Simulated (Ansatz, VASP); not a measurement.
## One calculation of ZnS, two programs

INCAR

```
SYSTEM = ZnS
PREC = Accurate
ENCUT = 520
EDIFF = 1E-8
ISMEAR = -1
SIGMA = 0.01
LREAL = .FALSE.
LASPH = .TRUE.
NELM = 100
ALGO = Normal
ISIF = 2
LWAVE = .FALSE.
LCHARG = .FALSE.
GGA = PE
LEFG = .TRUE.
NBANDS = 16
```

File KPOINTS:

```
regular mesh
0
G
  9 9 9
  0 0 0
```

Contents of POSCAR:

```
ZnS
1.0
    0.0000000000      2.7046500000      2.7046500000
    2.7046500000      0.0000000000      2.7046500000
    2.7046500000      2.7046500000      0.0000000000
Zn S
1 1
Direct
    0.0000000000      0.0000000000      0.0000000000
    0.7500000000      0.7500000000      0.7500000000
```

Input for Ansatz:

```yaml
crystal:
  lattice:
    - [0.0, 2.70465, 2.70465]
    - [2.70465, 0.0, 2.70465]
    - [2.70465, 2.70465, 0.0]
  atoms:
    - { symbol: Zn, position: [0.0, 0.0, 0.0] }
    - { symbol: S, position: [0.75, 0.75, 0.75] }
kpoints:
  mp_grid: { grid: [9, 9, 9] }
  band_path:
    path:
      - [0.0, 0.0, 0.0]
      - [-0.5, -0.5, 0.0]
      - [-0.375, -0.375, 0.25]
      - [-0.375, 0.0, 0.375]
      - [0.0, 0.0, 0.0]
      - [0.0, 0.0, 0.5]
      - [-0.5, -0.25, 0.25]
      - [-0.5, -0.5, 0.0]
    npoints: 8
scf:
  occupations: { method: fermi_dirac, width: 0.01 }
hamiltonian:
  xc: pbe
  pseudopotentials: { kind: paw }
output:
  forces: true
  stress: true
  eigenvalues: true
  efg: { contact_densities: true }
  populations: true
  bader: true
  dos: { projected: true, de: 0.2, e_range: [-14, 8] }
```

Alike in both runs: task electric field gradients; functional PBE; k mesh 9 × 9 × 9; occupations fermi-dirac, width 0.01 eV; no spin polarisation.

```csv
,VASP,Ansatz
version,VASP 6.6.1,Ansatz 0.2.0
potentials or method,"VASP PAW PBE potentials, release 64 (Zn, S)","PAW with Ansatz's default frozen-core files, scalar-relativistic"
plane-wave cutoff (eV),520,420
valence electrons in the cell,18,18
```

Ansatz gave:

| Item | Value |
| --- | --- |
| gap on the k mesh at the Fermi level (eV) | 2.10 |
| pressure (GPa) | 1.4 |
| Vzz of the field gradient on the site that differs most (V/Å²) | 0.0 |

Q: Which values does VASP return?

A: gap on the k mesh at the Fermi level (eV): 2.10; pressure (GPa): 1.5; Vzz of the field gradient on the site that differs most (V/Å²): 0.0.

The functional is the same, so the differences come from potentials, cutoffs and numerics.
